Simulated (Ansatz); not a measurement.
# Mo (Im-3m) in Ansatz: a series of runs

The runs below take Mo through single point, equation of state, with PBE0.

Everything below comes from runs of Ansatz 0.2.0. Logs are shortened: lines on timing, memory, paths and dates and some standing lists are left out, and cuts for length are marked.

## Step 1: The crystal as given

Symmetry: Im-3m, No. 229, cubic system. The conventional cell has a = 3.168 Å, b = 3.168 Å, c = 3.168 Å, α = 90.00°, β = 90.00°, γ = 90.00°. Mo (site symmetry m-3m) has 8 Mo at 2.74 Å as nearest neighbours.

## Step 2: Single point, PBE0, 14.94 Å³/atom (volume scaled by 0.94)

input reads:

```
crystal:
  lattice:
    - [-1.5514772677, 1.5514772677, 1.5514772677]
    - [1.5514772677, -1.5514772677, 1.5514772677]
    - [1.5514772677, 1.5514772677, -1.5514772677]
  atoms:
    - { symbol: Mo, position: [0.0, 0.0, 0.0] }
hamiltonian:
  xc: pbe0
  pseudopotentials: { kind: paw }
kpoints:
  mp_grid: { grid: [8, 8, 8] }
scf:
  occupations: { method: fermi_dirac, width: 0.05 }
output:
  forces: true
  stress: true
  eigenvalues: true
```

Potentials or basis: Ansatz PAW.

The log of the run:

```text
Warning: output.stress: scf.convergence.dr2_threshold = 1e-7 eV (the SCF's general default) is looser than the 1e-10 eV advised for a printed stress (1e-10 eV for each atom of the cell: 1). What an SCF threshold leaves in a stress goes as its square root, and in the free energy as the threshold itself, and one threshold admits the most on a small cell: of the crystals measured, under no hybrid functional and no lock of the moments, on runs that ended without the residual-converged pass, on stresses that held no estimate of that error, the worst erred by over 100 MPa in a component at 1e-7 eV an atom and by under 5 at 1e-10. Set scf.convergence.dr2_threshold to 1e-10 eV or tighter. The threshold is an SCF's pass mark: one that does not reach it within its budget of iterations ends unconverged, or closes short of it on a stop that the run arms, and scf.convergence.dr2_threshold's page says what that costs each kind of run
Warning: output.stress: scf.exx.energy_threshold = 1e-6 eV is looser than the 1e-8 eV advised for a stress under a hybrid functional (1e-8 eV for each atom of the cell: 1). Every SCF of the exchange loop can meet its threshold on dr2 while the loop round them stops early: no threshold on dr2 bounds what that leaves in the stress. Set scf.exx.energy_threshold to 1e-8 eV or tighter. The threshold is the loop's pass mark: a loop that does not reach it within its budget of cycles ends unconverged, and scf.exx.energy_threshold's page has the law
GPUs: using 1 of 1 available (devices: 1).
Engine: ansatz 0.2.0, x86_64-unknown-linux-gnu
Pseudopotentials: kind: paw
Pseudopotential: Mo, paw, valence charge 14, recommended cutoff 420 eV (normal), Mo.paw.azcp
Functional definition: PBE0
  parameter a = 0.25
  parameter kappa = 0.804
  parameter beta = 0.06672455060314922
  exchange = (1 - a)*pbe_x(kappa = kappa, mu = beta*pi^2/3) + a*exact_x
  correlation = pbe_c(beta = beta)
device memory: the entry about to start is reckoned to put 0.4 GiB on a device that reports 37.6 GiB free (of which the cap on the GPU budget leaves the run 18.0 GiB)
GPU FFT provider: cuFFT
GPU libraries: cuBLAS 13.8.2, cuFFT 12.4.0, cuSOLVER 12.3.4
Crystal: 1 atoms, lattice volume = 14.938 Å³
Basis set: ecut = 420 eV, 321 PW (Γ), exchange–correlation on 36×36×36 points (8 copies of the dense FFT grid, shifted against one another)
Bands: 11, of which v1, the nominal top of the filled ones, is band 7 counted from 1 (6 counted from 0)
Symmetry: 48 space group operations
Space group: Im-3m (ITA 229), of the structure as read, at distance tolerance 2.5e-5 Å
k-points: 29 of 512
Non-local potential: Mo, projectors of the file, l = 0: 3, l = 1: 2, l = 2: 2, l = 3: 1
PAW form: soft (Blöchl's): semilocal exchange-correlation on the pseudo side does not see the compensation charge
PAW frozen core: Mo, regenerated for the run's functional, and the local potential with it (the file was generated under x = pbe(κ = 0.804, μ = 0.2195149727645171), c = pbe(β = 0.06672455060314922))
PAW one-centre angular grid: Mo, 590 points (default); XC on 64 Gauss nodes
Initial density: superposition of atomic densities (neutral atoms: chi_scale 0, normalization atom), corrected by the library's trained network
Initial wavefunctions: pseudopotential atomic-orbital guess
GPU buffer pool allocated for 5832 grid points (all kernels)
GPU transforms: local potential and band sums: pruned to the plane-wave sphere, on 18×18×18
Functional: x = pbe(κ = 0.804, μ = 0.2195149727645171), c = pbe(β = 0.06672455060314922), warm-up for x = 0.75 pbe(κ = 0.804, μ = 0.2195149727645171) + 0.25 exact, c = pbe(β = 0.06672455060314922)
SCF iter   1: F=—  HF=-4955.959671 eV  |F-HF|=—  |Δ(HF+E_count)|=         —  Δρ=3.48e-3  dr2=1.05e-3  ethr=1.77e-3  ⟨swp⟩=6.5  Hψ=1237  notcnv=0
preconditioner: auto → none  [insulator: Δε(μ)=0.194 eV  Ē_g=8.736 eV  σ=0.050 eV  W_gap=0.70  n_scr=0 (ndim 8)  ℏωp=23.5 eV  f_vac=0.000  D(μ)=0.96/eV (n_scr^D=12)]
iter 2 solved again at ethr=7.36e-7 eV; its pass at ethr=7.52e-6 eV (dr2=1.03e-4 eV) is discarded
SCF iter   2: F=—  HF=-4955.959539 eV  |F-HF|=—  |Δ(HF+E_count)|=   1.32e-4  Δρ=1.45e-3  dr2=1.04e-4  ethr=7.36e-7  ⟨swp⟩=2.1  Hψ=1254  notcnv=0
SCF iter   3: F=—  HF=-4955.959549 eV  |F-HF|=—  |Δ(HF+E_count)|=   9.71e-6  Δρ=4.61e-4  dr2=1.09e-5  ethr=7.36e-7  ⟨swp⟩=2.0  Hψ=529  notcnv=0
SCF iter   4: F=—  HF=-4955.959551 eV  |F-HF|=—  |Δ(HF+E_count)|=   2.22e-6  Δρ=3.39e-5  dr2=5.02e-8  ethr=7.79e-8  ⟨swp⟩=2.0  Hψ=1058  notcnv=0
SCF iter   5: F=—  HF=-4955.959551 eV  |F-HF|=—  |Δ(HF+E_count)|=   2.16e-8  Δρ=9.91e-6  dr2=7.05e-9  ethr=3.58e-10  ⟨swp⟩=3.1  Hψ=690  notcnv=0  defer=1
SCF iter   6: F=-4955.959551 eV  HF=-4955.959551 eV  |F-HF|=2.11e-10  |Δ(HF+E_count)|=   2.70e-9  Δρ=2.24e-6  dr2=3.29e-10  ethr=5.03e-11  ⟨swp⟩=3.1  Hψ=584  notcnv=0
SCF 1 converged in 6 iterations: F = -4955.959551 eV  dr2 = 3.29e-10
device memory: the entry about to start is reckoned to put 1.0 GiB on a device that reports 37.6 GiB free (of which the cap on the GPU budget leaves the run 18.0 GiB)
GPU FFT provider: cuFFT
GPU libraries: cuBLAS 13.8.2, cuFFT 12.4.0, cuSOLVER 12.3.4
Initial density: handed on by an earlier stage of this run
Initial wavefunctions: those handed on with the density
GPU buffer pool allocated for 5832 grid points (all kernels)
GPU transforms: local potential and band sums: pruned to the plane-wave sphere, on 18×18×18
[... 33 lines left out ...]
preconditioner: auto → none  [insulator: Δε(μ)=0.528 eV  Ē_g=10.688 eV  σ=0.050 eV  W_gap=0.99  n_scr=0 (ndim 8)  ℏωp=23.5 eV  f_vac=0.000  D(μ)=0.01/eV (n_scr^D=0)]
SCF iter   2: F=—  HF=-4957.486980 eV  |F-HF|=—  |Δ(HF+E_count)|=   1.23e-4  Δρ=7.46e-5  dr2=2.24e-4  ethr=2.11e-6  ⟨swp⟩=3.0  Hψ=600  notcnv=0
SCF iter   3: F=-4957.489216 eV  HF=-4957.489223 eV  |F-HF|=6.59e-6  |Δ(HF+E_count)|=   2.24e-3  Δρ=3.73e-4  dr2=1.68e-5  ethr=5.18e-9  ⟨swp⟩=4.0  Hψ=1027  notcnv=0
SCF 4 stopped early in 3 iterations: F = -4957.489216 eV  dr2 = 1.68e-5
hybrid outer 3: dexx = +2.354e-3 eV, tail = 1.46e-2 eV, Δε = 4.37e-1 eV (about 4.20e-2 eV left of the loop's levels)
GPU FFT provider: cuFFT
GPU libraries: cuBLAS 13.8.2, cuFFT 12.4.0, cuSOLVER 12.3.4
GPU buffer pool allocated for 5832 grid points (all kernels)
GPU transforms: local potential and band sums: pruned to the plane-wave sphere, on 18×18×18
Exchange kernel: α = 0.2500, full range, Wigner–Seitz truncation, v(0) = 13459.8617 eV·Å³, q-mesh 8×8×8, nearest image of the exchange supercell L = 21.50 Å, pair-density grid 12×12×12, without the augmentation charges, whose exchange is taken in its separable form by FFT convolution over the k-point mesh (sized by the pseudopotential files, 15×15×15 at the most), smooth part of the exact exchange by density-matrix convolution in up to 1.85 GiB of GPU memory as planned if the GPU has room (build and FFT work areas not counted)
Frozen-core exchange: fock
SCF iter   1: F=—  HF=-4957.489146 eV  |F-HF|=—  |Δ(HF+E_count)|=         —  Δρ=1.31e-4  dr2=4.59e-6  ethr=1.23e-6  ⟨swp⟩=2.1  Hψ=641  notcnv=0
preconditioner: auto → none  [insulator: Δε(μ)=0.772 eV  Ē_g=10.691 eV  σ=0.050 eV  W_gap=1.00  n_scr=0 (ndim 8)  ℏωp=23.5 eV  f_vac=0.000  D(μ)=0.00/eV (n_scr^D=0)]
SCF iter   2: F=—  HF=-4957.489146 eV  |F-HF|=—  |Δ(HF+E_count)|=   4.95e-7  Δρ=2.88e-5  dr2=3.36e-6  ethr=9.20e-9  ⟨swp⟩=3.0  Hψ=599  notcnv=0
SCF iter   3: F=—  HF=-4957.489242 eV  |F-HF|=—  |Δ(HF+E_count)|=   9.58e-5  Δρ=3.79e-5  dr2=1.80e-7  ethr=2.68e-10  ⟨swp⟩=3.8  Hψ=793  notcnv=0
SCF iter   4: F=—  HF=-4957.489242 eV  |F-HF|=—  |Δ(HF+E_count)|=   5.27e-8  Δρ=3.36e-6  dr2=5.27e-8  ethr=2.68e-10  ⟨swp⟩=3.0  Hψ=716  notcnv=0
SCF iter   5: F=-4957.489242 eV  HF=-4957.489242 eV  |F-HF|=2.30e-9  |Δ(HF+E_count)|=   2.89e-7  Δρ=9.25e-6  dr2=8.95e-9  ethr=7.79e-12  ⟨swp⟩=3.9  Hψ=968  notcnv=0  defer=1
SCF 5 converged in 5 iterations: F = -4957.489242 eV  dr2 = 8.95e-9
  Residual-converged pass: ⟨swp⟩=2.0  Hψ=484  notcnv=0  max |occ|·‖R‖ = 2.4e-6 eV (tolerance 2.4e-6 eV)  dr2=8.96e-9  dr2_onsite=4.51e-10  max |Δocc| = 5.1e-14
hybrid outer 4: dexx = +2.367e-6 eV, tail = 6.15e-6 eV, Δε = 6.57e-3 eV (about 5.15e-4 eV left of the loop's levels)
GPU FFT provider: cuFFT
GPU libraries: cuBLAS 13.8.2, cuFFT 12.4.0, cuSOLVER 12.3.4
GPU buffer pool allocated for 5832 grid points (all kernels)
GPU transforms: local potential and band sums: pruned to the plane-wave sphere, on 18×18×18
Exchange kernel: α = 0.2500, full range, Wigner–Seitz truncation, v(0) = 13459.8617 eV·Å³, q-mesh 8×8×8, nearest image of the exchange supercell L = 21.50 Å, pair-density grid 12×12×12, without the augmentation charges, whose exchange is taken in its separable form by FFT convolution over the k-point mesh (sized by the pseudopotential files, 15×15×15 at the most), smooth part of the exact exchange by density-matrix convolution in up to 1.85 GiB of GPU memory as planned if the GPU has room (build and FFT work areas not counted)
Frozen-core exchange: fock
SCF iter   1: F=—  HF=-4957.489242 eV  |F-HF|=—  |Δ(HF+E_count)|=         —  Δρ=1.19e-5  dr2=7.21e-9  ethr=9.52e-10  ⟨swp⟩=2.8  Hψ=662  notcnv=0
SCF iter   2: F=-4957.489242 eV  HF=-4957.489242 eV  |F-HF|=9.09e-13  |Δ(HF+E_count)|=   2.73e-9  Δρ=3.65e-7  dr2=2.77e-10  ethr=4.88e-11  ⟨swp⟩=2.0  Hψ=525  notcnv=0
SCF 6 converged in 2 iterations: F = -4957.489242 eV  dr2 = 2.77e-10
  Residual-converged pass: ⟨swp⟩=2.3  Hψ=534  notcnv=0  max |occ|·‖R‖ = 2.4e-6 eV (tolerance 2.4e-6 eV)  dr2=2.77e-10  dr2_onsite=6.91e-13  max |Δocc| = 1.9e-14
hybrid outer 5: dexx = +8.564e-10 eV, tail = 6.40e-10 eV, Δε = 1.11e-4 eV (about 5.98e-5 eV left of the loop's levels), ΔF = 1.96e-30 eV/Å (tail inf)
hybrid SCF converged: 5 outer / 19 inner (+6 warm-up), last move |dexx| = 8.56e-10 eV, tail = 6.40e-10 eV
Stability not checked: this state was not tested for a lower state beside it, because the functional holds exact exchange (a hybrid, or Hartree-Fock), whose exchange loop this test does not read (fock_operator; see scf.lower_state_search)
Free energy (F): -4957.489242 eV
Frozen-core exchange: fock
Harris-Foulkes:  -4957.489242 eV  (|F-HF|=9.09e-13)
Internal energy: -4957.489215 eV  (E = F + TS)
E sigma→0 (E₀):  -4957.489229 eV
Entropy (-TS):   -0.000027 eV (-0.027 meV/atom)
Fermi energy:    22.036716 eV
--- Per-component energies (eV) ---
  E_band       = -75.248562
  E_kinetic    = 441.710789
  E_local      = -743.649238  (includes V_loc(G=0)·N_el)
  E_nonlocal   = 140.570119
  E_hartree    = 245.731854
  E_xc         = -142.423500
  E_vxc        = -177.545661  (∫ρ·V_xc dr)
  E_exx        = -47.630998  (= α·E_x^exact, valence–valence)
  E_paw        = -3196.311771  (= ΣΔE_a)
  E_vpaw       = -132.536307  (= ΣTr[D̂ρ^β])
  E_aug_tail   = 0.000045  (compensation charges beyond the density's cutoff)
  E_ewald      = -1655.054802
  E_core_change = -0.431713  (= ΣΔE_core)
  E_smearing   = -0.000027  (= −TS)
  E_closure    = -0.000000  (closes the sum)
  Σ components = -4957.489242   (vs F -4957.489242, Δ=0.00e0)
--- Forces (eV/Å), atoms counted from 1 ---
  atom   1  Mo     0.00000000    -0.00000000     0.00000000
  max |Σ_I F_I| component: 4.27e-31 eV/Å
--- Stress (GPa, compression-positive) ---
       12.157576      -0.000000       0.000000
       -0.000000      12.157576      -0.000000
        0.000000      -0.000000      12.157576
  P = ⅓ Tr σ = 12.1576 GPa (121.576 kbar)
--- Band table (eV; the first three rows and the last of 29) ---
  k-point 0: bands = ["-43.8388", "-15.4333", "-15.4333", "-15.4333", "13.1288", "19.9611", "19.9611", "19.9611", "25.0714", "25.0714", "38.1312"]
  k-point 1: bands = ["-43.7882", "-15.7197", "-15.5192", "-15.4321", "13.9078", "19.5060", "19.9090", "20.9279", "24.4650", "25.0497", "38.6486"]
  k-point 2: bands = ["-43.6633", "-16.3837", "-15.7212", "-15.4301", "15.4006", "18.5395", "19.8200", "23.7207", "24.2848", "25.1442", "38.3749"]
  k-point 28: bands = ["-43.2359", "-16.6474", "-16.6474", "-16.6474", "15.1543", "15.1543", "27.3586", "27.3586", "27.3586", "32.6380", "32.6380"]
```

It took 23 s on 1 × NVIDIA H100 80GB HBM3 with 2 threads of AMD EPYC 7R13 (Zen 3), shared host; peak memory 1.7 GiB.

What came out:

```yaml
Free_energy: -4957.4892 eV
Pressure: 12.2 GPa
Band_gap_on_the_k_mesh: none (metal or under the smearing width)
```

Caveat: the PAW data sets come from PBE, with cores solved anew for the run's functional, which leaves a small shift of forces and pressure; the thresholds are loose for stress.

## Step 3: Single point, PBE0, 15.26 Å³/atom (volume scaled by 0.96)

input: that of step 2 with these lines changed.

```diff
@@ -2,5 +2,5 @@
   lattice:
-    - [-1.5514772677, 1.5514772677, 1.5514772677]
-    - [1.5514772677, -1.5514772677, 1.5514772677]
-    - [1.5514772677, 1.5514772677, -1.5514772677]
+    - [-1.562403524, 1.562403524, 1.562403524]
+    - [1.562403524, -1.562403524, 1.562403524]
+    - [1.562403524, 1.562403524, -1.562403524]
   atoms:
```

Potentials or basis: Ansatz PAW.

It took 21 s on 1 × NVIDIA H100 80GB HBM3 with 2 threads of AMD EPYC 7R13 (Zen 3), shared host; peak memory 1.7 GiB.

It converged, with:

| Item | Value |
| --- | --- |
| Free energy | -4957.5063 eV |
| Pressure | 5.2 GPa |
| Band gap on the k mesh | none (metal or under the smearing width) |

Caveat: the PAW data sets come from PBE, with cores solved anew for the run's functional, which leaves a small shift of forces and pressure; the thresholds are loose for stress.

## Step 4: Single point, PBE0, 15.57 Å³/atom (volume scaled by 0.98)

input: that of step 3 with these lines changed.

```diff
@@ -2,5 +2,5 @@
   lattice:
-    - [-1.562403524, 1.562403524, 1.562403524]
-    - [1.562403524, -1.562403524, 1.562403524]
-    - [1.562403524, 1.562403524, -1.562403524]
+    - [-1.5731790612, 1.5731790612, 1.5731790612]
+    - [1.5731790612, -1.5731790612, 1.5731790612]
+    - [1.5731790612, 1.5731790612, -1.5731790612]
   atoms:
```

It took 19 s on 1 × NVIDIA H100 80GB HBM3 with 2 threads of AMD EPYC 7R13 (Zen 3), shared host; peak memory 1.7 GiB.

It converged, with:

```
Free energy : -4957.5102 eV
Pressure    : -1.1 GPa
```

Caveat: the PAW data sets come from PBE, with cores solved anew for the run's functional, which leaves a small shift of forces and pressure; the thresholds are loose for stress.

## Step 5: Single point, PBE0, 15.89 Å³/atom

input: that of step 4 with these lines changed.

```diff
@@ -2,5 +2,5 @@
   lattice:
-    - [-1.5731790612, 1.5731790612, 1.5731790612]
-    - [1.5731790612, -1.5731790612, 1.5731790612]
-    - [1.5731790612, 1.5731790612, -1.5731790612]
+    - [-1.5838089719, 1.5838089719, 1.5838089719]
+    - [1.5838089719, -1.5838089719, 1.5838089719]
+    - [1.5838089719, 1.5838089719, -1.5838089719]
   atoms:
```

Wall time 17 s (1 × NVIDIA H100 80GB HBM3 with 2 threads of AMD EPYC 7R13 (Zen 3), shared host); peak memory 1.8 GiB.

The run converged. Its results:

```
Free energy : -4957.5023 eV
Pressure    : -6.8 GPa
```

Caveat: the PAW data sets come from PBE, with cores solved anew for the run's functional, which leaves a small shift of forces and pressure; the thresholds are loose for stress.

## Step 6: Single point, PBE0, 16.21 Å³/atom (volume scaled by 1.02)

input: that of step 5 with these lines changed.

```diff
@@ -2,5 +2,5 @@
   lattice:
-    - [-1.5838089719, 1.5838089719, 1.5838089719]
-    - [1.5838089719, -1.5838089719, 1.5838089719]
-    - [1.5838089719, 1.5838089719, -1.5838089719]
+    - [-1.5942980787, 1.5942980787, 1.5942980787]
+    - [1.5942980787, -1.5942980787, 1.5942980787]
+    - [1.5942980787, 1.5942980787, -1.5942980787]
   atoms:
```

Potentials or basis: Ansatz PAW.

It took 20 s on 1 × NVIDIA H100 80GB HBM3 with 2 threads of AMD EPYC 7R13 (Zen 3), shared host; peak memory 1.8 GiB.

Results (log left out):

- Free energy: -4957.4838 eV
- Pressure: -11.8 GPa

Caveat: the PAW data sets come from PBE, with cores solved anew for the run's functional, which leaves a small shift of forces and pressure; the thresholds are loose for stress.

## Step 7: Single point, PBE0, 16.53 Å³/atom (volume scaled by 1.04)

input: that of step 6 with these lines changed.

```diff
@@ -2,5 +2,5 @@
   lattice:
-    - [-1.5942980787, 1.5942980787, 1.5942980787]
-    - [1.5942980787, -1.5942980787, 1.5942980787]
-    - [1.5942980787, 1.5942980787, -1.5942980787]
+    - [-1.6046509537, 1.6046509537, 1.6046509537]
+    - [1.6046509537, -1.6046509537, 1.6046509537]
+    - [1.6046509537, 1.6046509537, -1.6046509537]
   atoms:
```

Wall time 30 s (1 × NVIDIA H100 80GB HBM3 with 2 threads of AMD EPYC 7R13 (Zen 3), shared host); peak memory 1.8 GiB.

The run converged. Its results:

| Quantity | Value |
| --- | --- |
| Free energy | -4957.4557 eV |
| Pressure | -16.4 GPa |

Caveat: the PAW data sets come from PBE, with cores solved anew for the run's functional, which leaves a small shift of forces and pressure; the thresholds are loose for stress.

## Step 8: Single point, PBE0, 16.85 Å³/atom (volume scaled by 1.06)

input reads:

```
crystal:
  lattice:
    - [-1.614871936, 1.614871936, 1.614871936]
    - [1.614871936, -1.614871936, 1.614871936]
    - [1.614871936, 1.614871936, -1.614871936]
  atoms:
    - { symbol: Mo, position: [0.0, 0.0, 0.0] }
hamiltonian:
  xc: pbe0
  pseudopotentials: { kind: paw }
kpoints:
  mp_grid: { grid: [8, 8, 8] }
scf:
  occupations: { method: fermi_dirac, width: 0.05 }
output:
  forces: true
  stress: true
  eigenvalues: true
  write_density: true
  write_potential: true
  elf: true
  volumetric_format: npy
```

Wall time 16 s (1 × NVIDIA H100 80GB HBM3 with 2 threads of AMD EPYC 7R13 (Zen 3), shared host); peak memory 1.8 GiB.

The run converged. Its results:

* Free energy: -4957.4191 eV
* Pressure: -20.5 GPa

Caveat: the PAW data sets come from PBE, with cores solved anew for the run's functional, which leaves a small shift of forces and pressure; the thresholds are loose for stress.

## Step 9: Equation of state, PBE0

Potentials or basis: Ansatz PAW.

No new run: the results of the series are fitted here.

What came out:

```yaml
Equilibrium_volume: 15.51 Å³/atom
Bulk_modulus: 296 GPa
Pressure_derivative_of_the_bulk_modulus: 4.3
```

Energy against volume, from the lowest point:
| volume (Å³/atom) | energy (meV/atom) |
| --- | --- |
| 14.938 | 20.98 |
| 15.256 | 3.92 |
| 15.574 | 0.00 |
| 15.892 | 7.91 |
| 16.209 | 26.44 |
| 16.527 | 54.49 |
| 16.845 | 91.09 |

Caveat: the PAW data sets were made with another functional, which shifts forces and pressure a little.
